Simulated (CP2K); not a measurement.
Runs of CP2K 2026.2 on TaS2. It takes space group P-3m1 (No. 164, trigonal). The conventional cell has a = 3.350 Å, b = 3.350 Å, c = 5.860 Å, α = 90.00°, β = 90.00°, γ = 120.00°. Ta (site symmetry -3m) has 6 S at 2.43 Å as nearest neighbours. S (site symmetry 3m) has 3 Ta at 2.43 Å as nearest neighbours. 

```csv
level,potentials or basis,smearing,EPS_DEFAULT,NGRIDS,points a segment of the path (NPOINTS),bands added on the path,CUTOFF of the grids,gap on the mesh (eV),pressure (GPa),largest force (eV/Å)
PBE,"POTENTIAL_UZH Ta GTH-PBE-q13, S GTH-PBE-q6; TZVP-MOLOPT-PBE-GTH basis",fermi-dirac 0.05 eV,1.0E-9,5,8,6,450 Ry,none,8.2,1.12
r2SCAN,"POTENTIAL_UZH Ta GTH-SCAN-q13, S GTH-SCAN-q6; TZVP-MOLOPT-SCAN-GTH basis",fermi-dirac 0.01 eV,1.0E-10,4,10,6,675 Ry,none,6.0,0.79
PBEsol,"POTENTIAL_UZH Ta GTH-PBE-q13, S GTH-PBE-q6; TZVP-MOLOPT-PBE-GTH basis",fermi-dirac 0.0259 eV,1.0E-10,4,10,6,450 Ry,none,(b),1.02
LDA,"GTH_POTENTIALS Ta GTH-PADE-q13, S GTH-PADE-q6; TZVP-MOLOPT-PBE-GTH basis",fermi-dirac 0.05 eV,1.0E-10,4,10,2,450 Ry,none,(a),1.32
PBE,"POTENTIAL_UZH Ta GTH-PBE-q13, S GTH-PBE-q6; TZVP-MOLOPT-PBE-GTH basis",fermi-dirac 0.05 eV,1.0E-9,5,6,4,450 Ry,none,8.2,1.12
```

Alike in all rows: task band structure; no spin polarisation; cell as given; k mesh 9 × 9 × 5.

Q: Estimate the missing entries.

A: (a) 2.5; (b) 4.5.

Caveats: spin-orbit coupling is left out, which moves the levels of the heavy elements; the basis of atomic orbitals isn't converged, which shifts pressures, moduli and gaps; this functional lacks dispersion, which binds the layers, so the pressure and a relaxed spacing across them are unreliable (some runs); forces of over 1 eV/Å show positions far from the minimum, so gaps and moduli don't describe the material at rest (some runs); the potentials were made for another functional, which shifts forces and pressure (some runs).

A k mesh can miss the band edges, and the runs leave out spin-orbit coupling on Ta.

A gap of «none» marks a metal or a gap under the smearing width.
